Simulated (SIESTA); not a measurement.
MgO under changes of volume

One of the cells (10.216 Å³/atom); the others are scaled copies at fixed shape and fractional positions:

```
Mg O
1.0
     2.95748    0.00000    0.00000
    -1.47874    2.56125    0.00000
     0.00000    0.00000    2.69743
Mg O
1 1
Direct
  0.00000 0.00000 0.00000
  0.33333 0.66667 0.50000
```

Measurements of this composition are mostly on another form, of space group No. 225.

- Program: SIESTA 5.4.2
- Functional: PBE
- Potentials or basis: PseudoDojo 0.4 standard (PBE files)
- Basis: DZP (energy shift 0.002 Ry)
- Grid cutoff: 800 Ry
- Energy shift: 0.002 Ry
- k mesh: 10 × 10 × 10
- Occupations: fermi-dirac, width 0.05 eV
- Spin: no spin polarisation

| volume (Å³/atom) | energy over the lowest point (meV/atom) | pressure (GPa) | gap on the mesh (eV) |
| --- | --- | --- | --- |
| 9.415 | ? | ? | ? |
| 9.615 | 14.36 | 8.6 | 3.24 |
| 9.816 | 5.73 | 5.3 | 3.07 |
| 10.216 | 0.00 | -0.6 | 2.77 |
| 10.417 | 2.31 | -3.1 | 2.62 |
| 10.617 | 7.66 | -5.4 | 2.48 |

Problem. What does the run at 9.415 Å³/atom give?

Solution. Energy over the lowest point 27.40 meV/atom; pressure 12.4 GPa; gap on the mesh 3.41 eV.

Worked out: A Birch-Murnaghan fit of order 3 (a polynomial in V^(-2/3)) to the other rows has its minimum at 10.18 Å³/atom with B0 = V·E''(V) = 138 GPa and B' = 3.1 at fixed shape and positions, which overstates the stiffness. It gives 27.21 meV/atom at 9.415 Å³/atom, against the run's 27.40, and -dE/dV = 12.1 GPa, against 12.4. A straight line through the other rows of the gap, of slope -7.64 eV per unit of ln V, extrapolates to 3.40 eV, against the run's 3.41.

Energies are extrapolated to zero smearing.

Caveats: semicore shells carry a single zeta, which can move pressures by several GPa and volumes by a few percent; the basis of atomic orbitals isn't converged, which shifts pressures, moduli and gaps.

A mesh can miss the band edges.
